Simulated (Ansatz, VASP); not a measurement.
# One calculation of ZnS, two programs

```
Zn S
1.0
     2.53611    2.53611    0.00000
    -2.53611    2.53611    0.00000
     0.00000    2.53611    2.53611
Zn S
1 1
Cartesian
  1.2681 3.8042 1.2681
  0.0000 0.0000 0.0000
```

Alike in both runs: functional LDA; k mesh 8 × 8 × 8; no spin polarisation.

Ansatz relaxed the structure, and its values are those at the end. VASP's run is a single point on that final structure, the one shown.

|  | VASP | Ansatz |
| --- | --- | --- |
| version | VASP 6.6.1 | Ansatz 0.2.0 |
| potentials or method | VASP PAW LDA potentials, release 64 (Zn, S) | PAW with Ansatz's default frozen-core files, scalar-relativistic |
| plane-wave cutoff (eV) | 520 | 420 |
| occupations | gaussian, width 0.01 eV | fixed |
| valence electrons in the cell | 18 | 18 |

```tsv
	VASP	Ansatz	Ansatz less VASP
pressure (GPa)	15.4	15.0	-0.42
```

Caveats: so large a pressure means that the cell lies far from this level's equilibrium, or that cutoff or potentials fall short (VASP). A k mesh can miss the band edges.
